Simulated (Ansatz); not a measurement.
# CoO (R-3m): equation of state

Aim: the bulk modulus of CoO (R-3m) from energies at several volumes around the relaxed one, with shape and atoms relaxed at each.

Computed with Ansatz 0.2.0 (DFT PBE, scalar-relativistic, plane waves, PAW, unless a step's input says otherwise).

### Step 1. Starting point

Symmetry: R-3m, No. 166, trigonal system. The conventional cell has a = 2.824 Å, b = 2.824 Å, c = 8.017 Å, α = 90.00°, β = 90.00°, γ = 120.00°. Co (site symmetry -3m) is surrounded by 6 O at 2.11 Å. O (site symmetry -3m) has 6 Co at 2.11 Å as nearest neighbours.

As a file:

```
Co O
1.0
    -2.42008   -2.42008    4.41693
    -4.41693   -2.42008    2.42008
    -2.42008   -4.41693    2.42008
Co O
2 2
Direct
  0.00000 0.00000 0.00000
  0.50000 0.50000 0.50000
  0.25000 0.25000 0.25000
  0.75000 0.75000 0.75000
```

An earlier run at PBE left this cell at 9.228 Å³/atom and 0.00 GPa (14×14×14 mesh). The large moments point both ways and cancel.

Volume factors to run: 0.980, 1.020, 0.960, 1.040.

### Step 2. At 0.980 of the relaxed volume

File input.yaml:

```yaml
crystal:
  lattice:
    - [-2.4038406275, -2.4038406275, 4.3872816562]
    - [-4.3872816562, -2.4038406275, 2.4038406275]
    - [-2.4038406275, -4.3872816562, 2.4038406275]
  atoms:
    - { symbol: Co, position: [0.0, 0.0, 0.0], spin: 2.58 }
    - { symbol: O, position: [1.2499992812, -0.7500007188, -0.7500007188] }
    - { symbol: Co, position: [0.5, 0.5, 0.5], spin: -2.58 }
    - { symbol: O, position: [1.7500007188, -0.2499992812, -0.2499992812] }
basis:
  ecutwfc: 420
  ecutrho_ratio: 4
kpoints:
  mp_grid: { grid: [14, 14, 14] }
hamiltonian:
  xc: pbe
scf:
  occupations: { method: gaussian, width: 0.05 }
output:
  forces: true
  stress: true
  eigenvalues: true
  populations: true
magnetization:
  spin_polarized: true
relax:
  f_tol: 0.01
  max_steps: 40
  cell: { stress_tol: 0.1, fix: [volume] }
```

The run is started by

```bash
$ ansatz run input.yaml --threads 2 --pin off --max-ram 5120MiB --backend cpu --events-out ev --progress --plain --runs-dir out
```

Further steps of the session: Scaling the volume by 1.020; Volume × 0.960; At 1.040 of the relaxed volume.

What does the calculation give? Wanted: V0; B0; B0′; scatter of the fit.

As calculated:

| quantity | value |
| --- | --- |
| V0 | 9.226 Å³/atom |
| B0 | 180 GPa |
| B0′ | 4.1 |
| scatter of the fit | 0.004 meV/atom |

In words: A third-order Birch–Murnaghan fit puts the minimum at 9.23 Å³/atom with a bulk modulus of 180 GPa. One per cent of compression takes about 1.8 GPa. The moment on atom 1 grows from 2.31 to 2.37 μB on expansion. These are values at 0 K without zero-point motion.
